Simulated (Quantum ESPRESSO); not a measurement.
# CoO (P1) in Quantum ESPRESSO: reference runs

Aim: a first look at CoO with PBE, on the cell as given.

Everything below comes from runs of Quantum ESPRESSO 7.5. Logs are shortened: lines on timing, memory, paths and dates and some standing lists are left out, and cuts for length are marked.

## Step 1: Starting point

The typed cell holds 4 atoms: a = 3.021 Å, b = 2.994 Å, c = 4.263 Å, α = 89.40°, β = 89.96°, γ = 89.85°.

## Step 2: Single point, PBE, collinear spin, ferromagnetic start

The input, pw.in:

```
&CONTROL
  calculation = 'scf'
  prefix = 'pwscf'
  outdir = './tmp'
  pseudo_dir = './pseudo'
  tprnfor = .true.
  tstress = .true.
  disk_io = 'low'
/
&SYSTEM
  ibrav = 0
  nat = 4
  ntyp = 2
  ecutwfc = 55
  ecutrho = 440
  nbnd = 35
  occupations = 'smearing'
  smearing = 'fd'
  degauss = 0.00367493
  nspin = 2
  starting_magnetization(1) = 0.1176
  starting_magnetization(2) = 0
/
&ELECTRONS
  conv_thr = 8d-10
  electron_maxstep = 120
  mixing_beta = 0.3
/
ATOMIC_SPECIES
Co    58.9332 Co_pbe_v1.2.uspp.F.UPF
O     15.9990 O.pbe-n-kjpaw_psl.0.1.UPF
CELL_PARAMETERS angstrom
   0.0009161100   -2.1333041400   -2.1388203400
   0.0158250400    2.1143142700   -2.1198304700
   4.2628477400    0.0149089200   -0.0167411500
ATOMIC_POSITIONS crystal
Co     0.4854433400    0.5008423100    0.5348866500
Co     0.0476028200    0.0197830300    0.9656555200
O      0.4670654500    0.5025481600    0.9859416600
O      0.9998883900    0.9768265000    0.5135161700
K_POINTS automatic
9 9 6 0 0 0
```

The input, pp_density.in:

```
&INPUTPP
  prefix = 'pwscf'
  outdir = './tmp'
  filplot = 'density.dat'
  plot_num = 0
/
&PLOT
  nfile = 1
  filepp(1) = 'density.dat'
  iflag = 3
  output_format = 6
  fileout = 'density.cube'
/
```

The input, pp_potential.in:

```
&INPUTPP
  prefix = 'pwscf'
  outdir = './tmp'
  filplot = 'potential.dat'
  plot_num = 11
/
&PLOT
  nfile = 1
  filepp(1) = 'potential.dat'
  iflag = 3
  output_format = 6
  fileout = 'potential.cube'
/
```

The input, pp_spin.in:

```
&INPUTPP
  prefix = 'pwscf'
  outdir = './tmp'
  filplot = 'spin.dat'
  plot_num = 6
/
&PLOT
  nfile = 1
  filepp(1) = 'spin.dat'
  iflag = 3
  output_format = 6
  fileout = 'spin.cube'
/
```

Potentials or basis: SSSP 1.3 efficiency PBE.

The run is started by

```
> OMP_NUM_THREADS=1 pw.x -in pw.in > pw.out
> OMP_NUM_THREADS=1 pp.x -in pp_density.in > pp_density.out
> OMP_NUM_THREADS=1 pp.x -in pp_potential.in > pp_potential.out
> OMP_NUM_THREADS=1 pp.x -in pp_spin.in > pp_spin.out
```

pw.out:

```text
This program is part of the open-source Quantum ESPRESSO suite
     for quantum simulation of materials; please cite
         "P. Giannozzi et al., J. Phys.:Condens. Matter 21 395502 (2009);
         "P. Giannozzi et al., J. Phys.:Condens. Matter 29 465901 (2017);
         "P. Giannozzi et al., J. Chem. Phys. 152 154105 (2020);
     in publications or presentations arising from this work. More details at

     file O.pbe-n-kjpaw_psl.0.1.UPF: wavefunction(s)  2P renormalized

     G-vector sticks info
     --------------------
     sticks:   dense  smooth     PW     G-vecs:    dense   smooth      PW
     Sum        1127     565    177                40471    14347    2465

     Using Slab Decomposition

     bravais-lattice index     =            0
     lattice parameter (alat)  =       5.7086  a.u.
     unit-cell volume          =     260.1736 (a.u.)^3
     number of atoms/cell      =            4
     number of atomic types    =            2
     number of electrons       =        46.00
     number of Kohn-Sham states=           35
     kinetic-energy cutoff     =      55.0000  Ry
     charge density cutoff     =     440.0000  Ry
     scf convergence threshold =      8.0E-10
     mixing beta               =       0.3000
     number of iterations used =            8  plain     mixing
     Exchange-correlation= SLA  PW   PBX  PBC
                           (   1   4   3   4   0   0   0)

     celldm(1)=   5.708581  celldm(2)=   0.000000  celldm(3)=   0.000000
     celldm(4)=   0.000000  celldm(5)=   0.000000  celldm(6)=   0.000000

     crystal axes: (cart. coord. in units of alat)
               a(1) = (   0.000303  -0.706193  -0.708019 )
               a(2) = (   0.005239   0.699907  -0.701733 )
               a(3) = (   1.411141   0.004935  -0.005542 )

     reciprocal axes: (cart. coord. in units 2 pi/alat)
               b(1) = ( -0.000297 -0.708029 -0.706189 )
               b(2) = ( -0.005297  0.714391 -0.712551 )
               b(3) = (  0.708666 -0.002500  0.002797 )

     PseudoPot. # 1 for Co read from file:
     Co_pbe_v1.2.uspp.F.UPF
     Pseudo is Ultrasoft + core correction, Zval = 17.0
     Generated by new atomic code, or converted to UPF format
     Using radial grid of  863 points,  6 beta functions with:
                l(1) =   0
                l(2) =   0
                l(3) =   1
                l(4) =   1
                l(5) =   2
                l(6) =   2
     Q(r) pseudized with  8 coefficients,  rinner =    1.200   1.200   1.200
                                                       1.200   1.200

     PseudoPot. # 2 for O  read from file:
     O.pbe-n-kjpaw_psl.0.1.UPF
     Pseudo is Projector augmented-wave + core cor, Zval =  6.0
     Generated using "atomic" code by A. Dal Corso  v.5.0.99 svn rev. 10869
     Shape of augmentation charge: BESSEL
     Using radial grid of 1095 points,  4 beta functions with:
                l(1) =   0
                l(2) =   0
                l(3) =   1
                l(4) =   1
     Q(r) pseudized with 0 coefficients

     atomic species   valence    mass     pseudopotential
     Co               17.00    58.93320     Co( 1.00)
     O                 6.00    15.99900     O ( 1.00)

     Starting magnetic structure
     atomic species   magnetization
     Co              0.118
     O               0.000

     No symmetry found

   Cartesian axes

     site n.     atom                  positions (alat units)
         1        Co     tau(   1) = (   0.7575716   0.0103661  -0.6981250  )
         2        Co     tau(   2) = (   1.3627946  -0.0150047  -0.0529376  )
         3        O      tau(   3) = (   1.3940774   0.0267645  -0.6888098  )
         4        O      tau(   4) = (   0.7300644  -0.0198924  -1.3962573  )

     number of k points=   244  Fermi-Dirac smearing, width (Ry)=  0.0037

     Number of k-points >= 100: set verbosity='high' to print them.

     Dense  grid:    40471 G-vectors     FFT dimensions: (  40,  40,  54)

     Smooth grid:    14347 G-vectors     FFT dimensions: (  27,  27,  40)

     Check: negative core charge=   -0.000026
     Generating pointlists ...
     new r_m :   0.2627 (alat units)  1.4995 (a.u.) for type    1
     new r_m :   0.2627 (alat units)  1.4995 (a.u.) for type    2

     Initial potential from superposition of free atoms

     starting charge      44.0000, renormalised to      46.0000
     Starting wfcs are   34 randomized atomic wfcs +    1 random wfcs

     Self-consistent Calculation

     iteration #  1     ecut=    55.00 Ry     beta= 0.30
     Davidson diagonalization with overlap
     ethr =  1.00E-02,  avg # of iterations =  4.5

     total energy              =    -675.44058833 Ry
     estimated scf accuracy    <      14.55742762 Ry

     total magnetization       =     4.78 Bohr mag/cell
     absolute magnetization    =     4.84 Bohr mag/cell

     iteration #  2     ecut=    55.00 Ry     beta= 0.30
     Davidson diagonalization with overlap
     ethr =  1.00E-02,  avg # of iterations =  2.1

     total energy              =    -677.93763987 Ry
     estimated scf accuracy    <      16.89582489 Ry

     total magnetization       =     0.47 Bohr mag/cell
     absolute magnetization    =     0.54 Bohr mag/cell

     iteration #  3     ecut=    55.00 Ry     beta= 0.30
     Davidson diagonalization with overlap
     ethr =  1.00E-02,  avg # of iterations =  2.0

     total energy              =    -680.12127595 Ry
     estimated scf accuracy    <       0.36695789 Ry

     total magnetization       =     5.34 Bohr mag/cell
     absolute magnetization    =     5.35 Bohr mag/cell

     iteration #  4     ecut=    55.00 Ry     beta= 0.30
     Davidson diagonalization with overlap
     ethr =  7.98E-04,  avg # of iterations =  1.2

     total energy              =    -680.11447785 Ry
     estimated scf accuracy    <       1.64166497 Ry

     total magnetization       =     5.10 Bohr mag/cell
     absolute magnetization    =     5.11 Bohr mag/cell

     iteration #  5     ecut=    55.00 Ry     beta= 0.30
     Davidson diagonalization with overlap
     ethr =  7.98E-04,  avg # of iterations =  1.0

     total energy              =    -680.13123131 Ry
     estimated scf accuracy    <       0.10922398 Ry

     total magnetization       =     5.21 Bohr mag/cell
     absolute magnetization    =     5.21 Bohr mag/cell

     iteration #  6     ecut=    55.00 Ry     beta= 0.30
     Davidson diagonalization with overlap
     ethr =  2.37E-04,  avg # of iterations =  1.2

     total energy              =    -680.14755251 Ry
     estimated scf accuracy    <       0.01840396 Ry

     total magnetization       =     5.22 Bohr mag/cell
     absolute magnetization    =     5.23 Bohr mag/cell

     iteration #  7     ecut=    55.00 Ry     beta= 0.30
     Davidson diagonalization with overlap
     ethr =  4.00E-05,  avg # of iterations =  1.5

     total energy              =    -680.15424722 Ry
     estimated scf accuracy    <       0.01205212 Ry

     total magnetization       =     5.76 Bohr mag/cell
     absolute magnetization    =     5.78 Bohr mag/cell

     iteration #  8     ecut=    55.00 Ry     beta= 0.30
     Davidson diagonalization with overlap
     ethr =  2.62E-05,  avg # of iterations =  1.3

     total energy              =    -680.15303180 Ry
     estimated scf accuracy    <       0.01261382 Ry

     total magnetization       =     5.84 Bohr mag/cell
     absolute magnetization    =     5.87 Bohr mag/cell

     iteration #  9     ecut=    55.00 Ry     beta= 0.30
     Davidson diagonalization with overlap
     ethr =  2.62E-05,  avg # of iterations =  2.1

     total energy              =    -680.15647998 Ry
     estimated scf accuracy    <       0.00205476 Ry

     total magnetization       =     5.95 Bohr mag/cell
     absolute magnetization    =     5.99 Bohr mag/cell

     iteration # 10     ecut=    55.00 Ry     beta= 0.30
     Davidson diagonalization with overlap
     ethr =  4.47E-06,  avg # of iterations =  2.8

     total energy              =    -680.15649718 Ry
     estimated scf accuracy    <       0.00085104 Ry

     total magnetization       =     5.95 Bohr mag/cell
     absolute magnetization    =     5.99 Bohr mag/cell

     iteration # 11     ecut=    55.00 Ry     beta= 0.30
     Davidson diagonalization with overlap
     ethr =  1.85E-06,  avg # of iterations =  1.4

     total energy              =    -680.15655766 Ry
     estimated scf accuracy    <       0.00006942 Ry

     total magnetization       =     5.96 Bohr mag/cell
     absolute magnetization    =     6.00 Bohr mag/cell

     iteration # 12     ecut=    55.00 Ry     beta= 0.30
     Davidson diagonalization with overlap
     ethr =  1.51E-07,  avg # of iterations =  1.5

     total energy              =    -680.15658331 Ry
     estimated scf accuracy    <       0.00002231 Ry

     total magnetization       =     5.97 Bohr mag/cell
     absolute magnetization    =     6.01 Bohr mag/cell

     iteration # 13     ecut=    55.00 Ry     beta= 0.30
     Davidson diagonalization with overlap
     ethr =  4.85E-08,  avg # of iterations =  1.2

     total energy              =    -680.15658277 Ry
     estimated scf accuracy    <       0.00003221 Ry

     total magnetization       =     5.96 Bohr mag/cell
     absolute magnetization    =     6.01 Bohr mag/cell

     iteration # 14     ecut=    55.00 Ry     beta= 0.30
     Davidson diagonalization with overlap
     ethr =  4.85E-08,  avg # of iterations =  1.0

     total energy              =    -680.15658689 Ry
     estimated scf accuracy    <       0.00007480 Ry

     total magnetization       =     5.97 Bohr mag/cell
     absolute magnetization    =     6.01 Bohr mag/cell

     iteration # 15     ecut=    55.00 Ry     beta= 0.30
     Davidson diagonalization with overlap
     ethr =  4.85E-08,  avg # of iterations =  1.0

     total energy              =    -680.15658990 Ry
     estimated scf accuracy    <       0.00000110 Ry

     total magnetization       =     5.97 Bohr mag/cell
     absolute magnetization    =     6.01 Bohr mag/cell

     iteration # 16     ecut=    55.00 Ry     beta= 0.30
     Davidson diagonalization with overlap
     ethr =  2.40E-09,  avg # of iterations =  2.0

     total energy              =    -680.15659018 Ry
     estimated scf accuracy    <       0.00000011 Ry

     total magnetization       =     5.96 Bohr mag/cell
     absolute magnetization    =     6.01 Bohr mag/cell

     iteration # 17     ecut=    55.00 Ry     beta= 0.30
     Davidson diagonalization with overlap
     ethr =  2.31E-10,  avg # of iterations =  1.5

     total energy              =    -680.15659025 Ry
     estimated scf accuracy    <       0.00000019 Ry

     total magnetization       =     5.96 Bohr mag/cell
     absolute magnetization    =     6.01 Bohr mag/cell

     iteration # 18     ecut=    55.00 Ry     beta= 0.30
     Davidson diagonalization with overlap
     ethr =  2.31E-10,  avg # of iterations =  1.0

     total energy              =    -680.15659027 Ry
     estimated scf accuracy    <       0.00000002 Ry

     total magnetization       =     5.96 Bohr mag/cell
     absolute magnetization    =     6.01 Bohr mag/cell

     iteration # 19     ecut=    55.00 Ry     beta= 0.30
     Davidson diagonalization with overlap
     ethr =  4.88E-11,  avg # of iterations =  1.0

     total energy              =    -680.15659027 Ry
     estimated scf accuracy    <          2.3E-09 Ry

     total magnetization       =     5.96 Bohr mag/cell
     absolute magnetization    =     6.01 Bohr mag/cell

     iteration # 20     ecut=    55.00 Ry     beta= 0.30
     Davidson diagonalization with overlap
     ethr =  4.99E-12,  avg # of iterations =  1.7

     Magnetic moment per site  (integrated on atomic sphere of radius R)
     atom   1 (R=0.263)  charge= 14.1520  magn=  2.4336
     atom   2 (R=0.263)  charge= 14.1598  magn=  2.4192
     atom   3 (R=0.263)  charge=  5.3165  magn=  0.3482
     atom   4 (R=0.263)  charge=  5.2938  magn=  0.3456

     End of self-consistent calculation

     Number of k-points >= 100: set verbosity='high' to print the bands.

     the Fermi energy is    14.0312 ev

!    total energy              =    -680.15659027 Ry
     estimated scf accuracy    <          7.8E-10 Ry
     smearing contrib. (-TS)   =      -0.00305038 Ry
     internal energy E=F+TS    =    -680.15353989 Ry

     The total energy is F=E-TS. E is the sum of the following terms:
     one-electron contribution =    -376.64700007 Ry
     hartree contribution      =     215.39262105 Ry
     xc contribution           =     -80.40041606 Ry
     ewald contribution        =    -419.46492448 Ry
     one-center paw contrib.   =     -19.03382032 Ry

     total magnetization       =     5.96 Bohr mag/cell
     absolute magnetization    =     6.01 Bohr mag/cell

     convergence has been achieved in  20 iterations

     Forces acting on atoms (cartesian axes, Ry/au):

     atom    1 type  1   force =    -0.03844114   -0.00975255    0.00524929
     atom    2 type  1   force =     0.02791524    0.01254670    0.01645468
     atom    3 type  2   force =     0.05975523   -0.01941192   -0.03053744
     atom    4 type  2   force =    -0.04922934    0.01661776    0.00883347

     Total force =     0.102301     Total SCF correction =     0.000031

     Computing stress (Cartesian axis) and pressure

          total   stress  (Ry/bohr**3)                   (kbar)     P=       77.85
   0.00070548  -0.00008872  -0.00019645          103.78      -13.05      -28.90
  -0.00008872   0.00037430  -0.00008649          -13.05       55.06      -12.72
  -0.00019645  -0.00008649   0.00050788          -28.90      -12.72       74.71

=------------------------------------------------------------------------------=
   JOB DONE.
=------------------------------------------------------------------------------=
```

Wall time 4.7 min (1 thread of AMD EPYC 9R45 (Zen 5), shared host); peak memory 0.66 GiB.

What came out:

```
Free energy                                           : -9254.0018 eV
Pressure                                              : 7.8 GPa
Largest force                                         : 1.796 eV/Å
Band gap on the k mesh                                : none (metal or under the smearing width)
Net moment                                            : 5.96 μB per cell
Absolute moment                                       : 6.01 μB per cell
Site moments                                          : Co +2.43, +2.42; O +0.35 μB
Valence electrons inside the program's atomic spheres : Co 14.15, 14.16; O 5.32, 5.29
```

Forces in eV/Å, atoms in the order of the input:
```
Co  -0.988 -0.251  0.135
Co   0.718  0.323  0.423
O    1.536 -0.499 -0.785
O   -1.266  0.427  0.227
```

Levels at points of the mesh, in eV from the Fermi level:
Spin up:
| k point | band 22 | band 23 | band 24 | band 25 | band 26 | band 27 | band 28 | band 29 | band 30 | band 31 |
| --- | --- | --- | --- | --- | --- | --- | --- | --- | --- | --- |
| (0.00, 0.00, 0.00) | -2.73 | -2.61 | -2.04 | -1.88 | -1.81 | 0.64 | 5.47 | 9.63 | 11.26 | 15.37 |
| (0.00, 0.00, -0.50) | -2.43 | -2.37 | -1.81 | -1.65 | -1.44 | 4.25 | 4.50 | 11.70 | 12.20 | 12.67 |
Spin down:
| k point | band 17 | band 18 | band 19 | band 20 | band 21 | band 22 | band 23 | band 24 |
| --- | --- | --- | --- | --- | --- | --- | --- | --- |
| (0.00, 0.00, 0.00) | -2.00 | -1.13 | -1.04 | -0.79 | -0.31 | 0.01 | 0.28 | 0.45 |
| (0.00, 0.00, -0.50) | -1.91 | -1.16 | -0.47 | -0.33 | -0.05 | 0.20 | 0.27 | 0.55 |

Caveat: semilocal functionals often make such compounds metallic where correlation or magnetic order opens a gap, which also shifts bond lengths; forces of over 1 eV/Å show positions far from the minimum, so gaps and moduli don't describe the material at rest.
